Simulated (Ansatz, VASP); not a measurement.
Two plane-wave programs on InP

```
In P
1.0
     0.00000    2.93050    2.93050
     2.93050    0.00000    2.93050
     2.93050    2.93050    0.00000
In P
1 1
Direct
  0.00000 0.00000 0.00000
  0.75000 0.75000 0.75000
```

Alike in both runs: task relaxation of cell and atoms; functional PBE; k mesh 8 × 8 × 8; occupations fermi-dirac, width 0.05 eV; no spin polarisation.

```csv
,VASP,Ansatz
version,VASP 6.6.1,Ansatz 0.2.0
potentials or method,"VASP PAW PBE potentials, release 64 (In, P)",Ansatz PAW
plane-wave cutoff (eV),580,420
valence electrons in the cell,8,18
```

|  | VASP | Ansatz | Ansatz less VASP |
| --- | --- | --- | --- |
| gap on the k mesh at the Fermi level, each at its own relaxed structure (eV) | 0.38 | 0.44 | +0.063 |
| relaxed volume (Å³/atom) | 27.00 | 26.47 | -0.538 |
| relaxed cell length with the largest relative difference (Å) | 4.243 | 4.214 | -0.0284 |
| energy change over the relaxation (meV/atom) | -27 | -13 | +14.5 |

One of these differences is far larger than is usual between the two programs; its cause wasn't traced. The two sets of potentials don't hold the same shells in valence.

Caveats: spin-orbit coupling is left out, which moves the levels of the heavy elements; the plane-wave basis is chosen anew once the cell has moved, so the energies of steps on either side of that aren't comparable (Ansatz). Zero-point motion and thermal expansion aren't in these numbers. A hybrid or GW would open this gap; PBE tends to underestimate it.
